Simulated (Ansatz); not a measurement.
## Te2Mo: band structure with r2SCAN

**What was measured.**

“Broadband infrared study of pressure-tunable Fano resonance and metallization transition in 2H-MoTe2”, 2022, pmc:9569381 quotes, for a bulk crystal of Te2Mo at 300 K: band gap 0.88 ± 0.05 eV (indirect).

Crystal: Te2Mo.

```
CELL_PARAMETERS angstrom
3.51820 0.00000 0.00000
-1.75910 3.04685 0.00000
0.00000 0.00000 13.97360
ATOMIC_POSITIONS crystal
Te 0.66667 0.33333 0.37900
Te 0.33333 0.66667 0.87900
Te 0.66667 0.33333 0.12100
Te 0.33333 0.66667 0.62100
Mo 0.66667 0.33333 0.75000
Mo 0.33333 0.66667 0.25000
```

```json
{
 "Program": "Ansatz 0.2.0",
 "Task": "band structure",
 "Functional": "r2SCAN",
 "Potentials or basis": "Ansatz PAW",
 "Cutoff": "500 eV (not typed: the program's choice for these potentials)",
 "k mesh": "9 × 9 × 2",
 "Occupations": "fermi-dirac, width 0.05 eV",
 "Spin": "no spin polarisation",
 "Path": "[[\"G\", \"M\", \"K\", \"G\", \"A\", \"L\", \"H\", \"A\"], [\"L\", \"M\"], [\"K\", \"H\"]]",
 "Points for each segment of the path": "14"
}
```

```yaml
Pressure: 2.2 GPa
Largest_force: 0.078 eV/Å
Band_gap_on_the_k_mesh: 0.89 eV, indirect (least direct gap 1.13 eV)
Band_gap_along_the_path: 0.82 eV, indirect (least direct gap 1.13 eV)
```

Forces on the atoms (eV/Å):
```
Te   0.000  0.000 -0.078
Te   0.000  0.000 -0.078
Te   0.000  0.000  0.078
Te   0.000  0.000  0.078
Mo   0.000  0.000  0.000
Mo   0.000  0.000  0.000
```

Stress tensor (GPa, compression positive):
```
2.47 0.00 0.00
0.00 2.47 0.00
0.00 0.00 1.77
```

Levels at the corners of the path, in eV from the valence-band top:
| point | band 44 | band 45 | band 46 | band 47 | band 48 | band 49 |
| --- | --- | --- | --- | --- | --- | --- |
| Γ | -1.07 | -0.42 | 0.00 | 3.02 | 3.02 | 3.15 |
| M | -1.00 | -0.71 | -0.41 | 1.35 | 1.41 | 1.58 |
| K | -1.99 | -0.30 | -0.07 | 1.06 | 1.06 | 1.28 |
| Γ | -1.07 | -0.42 | 0.00 | 3.02 | 3.02 | 3.15 |
| A | -1.12 | -0.10 | -0.10 | 3.06 | 3.06 | 3.06 |
| L | -1.01 | -0.56 | -0.56 | 1.38 | 1.38 | 1.76 |
| H | -2.15 | -0.20 | -0.20 | 1.07 | 1.07 | 1.75 |
| A | -1.12 | -0.10 | -0.10 | 3.06 | 3.06 | 3.06 |
| L | -1.01 | -0.56 | -0.56 | 1.38 | 1.38 | 1.76 |
| M | -1.00 | -0.71 | -0.41 | 1.35 | 1.41 | 1.58 |
| K | -1.99 | -0.30 | -0.07 | 1.06 | 1.06 | 1.28 |
| H | -2.15 | -0.20 | -0.20 | 1.07 | 1.07 | 1.75 |

Run time: 47 s on 2 threads of Intel(R) Xeon(R) 6975P-C (Granite Rapids), on a shared host, peak memory 1.2 GiB.

Against the measured gap of Te2Mo, 0.88 eV (indirect; 300 K; quoted in “Broadband infrared study of pressure-tunable Fano resonance and metallization transition in 2H-MoTe2”, 2022, pmc:9569381), the calculated 0.82 eV is off by -0.06 eV. Spin-orbit coupling on Mo, Te is left out. The value is that of r2SCAN, without temperature or zero-point motion.

Caveat: the k mesh misses the band edges, so the gap on the mesh is wider than the one along the path; spin-orbit coupling is left out, which moves the levels of the heavy elements; the PAW data sets come from PBE, with cores solved anew for the run's functional, which leaves a small shift of forces and pressure.
